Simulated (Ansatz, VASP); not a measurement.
Ag: VASP beside Ansatz

File INCAR:

```
PREC     = Accurate       # precision mode
ENCUT    = 520            # plane-wave cutoff, eV
EDIFF    = 1E-6           # SCF threshold, eV
ISMEAR   = -1             # smearing method
SIGMA    = 0.05           # smearing width, eV
LREAL    = False          # projectors in reciprocal space
LASPH    = True           # aspherical terms in the spheres
NELM     = 60             # most SCF steps
ALGO     = Fast           # electronic algorithm
ISIF     = 2              # what is computed and relaxed
LWAVE    = False          # write WAVECAR
LCHARG   = False          # write CHGCAR
GGA      = PE             # functional
NBANDS   = 12             # bands
```

Contents of KPOINTS:

```
Automatic mesh
0
Gamma
  9 9 9
```

Contents of POSCAR:

```
Ag
1.0
    0.0000000000      2.0427500000      2.0018950000
    2.0427500000      0.0000000000      2.0018950000
    2.0427500000      2.0427500000      0.0000000000
Ag
1
Direct
    0.0000000000      0.0000000000      0.0000000000
```

The input input.yaml:

```yaml
crystal:
  lattice:
    - [0.0, 2.04275, 2.001895]
    - [2.04275, 0.0, 2.001895]
    - [2.04275, 2.04275, 0.0]
  atoms:
    - { symbol: Ag, position: [0.0, 0.0, 0.0] }
hamiltonian:
  xc: pbe
  pseudopotentials: { kind: paw }
kpoints:
  mp_grid: { grid: [9, 9, 9] }
scf:
  occupations: { method: fermi_dirac, width: 0.05 }
output:
  forces: true
  stress: true
  eigenvalues: true
  write_density: true
  write_potential: true
  elf: true
  volumetric_format: npy
```

Alike in both runs: task single point; functional PBE; k mesh 9 × 9 × 9; occupations fermi-dirac, width 0.05 eV; no spin polarisation.

|  | VASP | Ansatz |
| --- | --- | --- |
| version | VASP 6.6.1 | Ansatz 0.2.0 |
| potentials or method | VASP PAW PBE potentials, release 64 (Ag) | Ansatz PAW |
| plane-wave cutoff (eV) | 520 | 420 |
| valence electrons in the cell | 11 | 19 |

|  | VASP | Ansatz | Ansatz less VASP |
| --- | --- | --- | --- |
| gap on the k mesh at the Fermi level (eV) | none | none | - |
| pressure (GPa) | 6.9 | 7.1 | +0.13 |
| largest component of the traceless stress (GPa) | 1.10 | 1.10 | +0.004 |

A gap of «none» marks a metal or a gap that the smearing closes. The two sets of potentials don't hold the same shells in valence.
